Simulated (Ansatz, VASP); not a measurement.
## MgO in VASP and in Ansatz

```
Mg O
1.0
     3.31458    0.00000    0.00000
    -1.65729    2.87051    0.00000
     0.00000    0.00000    5.12188
Mg O
2 2
Direct
  0.33333 0.66667 0.99207
  0.66667 0.33333 0.49207
  0.33333 0.66667 0.38393
  0.66667 0.33333 0.88393
```

Measurements of this composition are mostly on another form, of space group No. 225.

Alike in both runs: task single point; functional PBE; k mesh 12 × 12 × 7; occupations fermi-dirac, width 0.08 eV; no spin polarisation.

|  | VASP | Ansatz |
| --- | --- | --- |
| version | VASP 6.6.1 | Ansatz 0.2.0 |
| potentials or method | VASP PAW PBE potentials, release 64 (Mg, O), cutoff 520 eV | all-electron LAPW, scalar-relativistic |

|  | VASP | Ansatz | Ansatz less VASP |
| --- | --- | --- | --- |
| gap on the k mesh at the Fermi level (eV) | 3.39 | 3.40 | +0.010 |
| pressure (GPa) | -0.4 | 0.0 | +0.41 |

Ansatz ran all-electron here, so the differences hold the error of VASP's frozen core and of both bases.

Caveats: an odd mesh through Γ misses points on the zone boundary, where band edges often lie.
